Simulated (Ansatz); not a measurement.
**GaP in Ansatz: the effect of functional**

GaP:

```
Ga P
1.0
     0.00000    2.72525    2.72525
     2.72525    0.00000    2.72525
     2.72525    2.72525    0.00000
Ga P
1 1
Cartesian
  0.0000 0.0000 0.0000
  4.0879 4.0879 4.0879
```

Alike in all runs:

```yaml
Program: Ansatz 0.2.0
Task: single point
Potentials_or_basis: all-electron PAW datasets made for the crystal
k_mesh: 6 × 6 × 6
Occupations: fermi-dirac, width 0.05 eV
Spin: no spin polarisation
```

| functional | cutoff | gap on the mesh (eV) | pressure (GPa) |
| --- | --- | --- | --- |
| PBEsol | 240 eV (chosen from the basis error) | 1.51 | -0.5 |
| HSE06 | 270 eV (chosen from the basis error) | ? | ? |
| PBE0 | 270 eV (chosen from the basis error) | 2.96 | 0.5 |

**Question.** What does the run with functional HSE06 give?

**Answer.** gap on the mesh 2.29 eV; pressure 0.7 GPa.

A k mesh can miss the band edges.
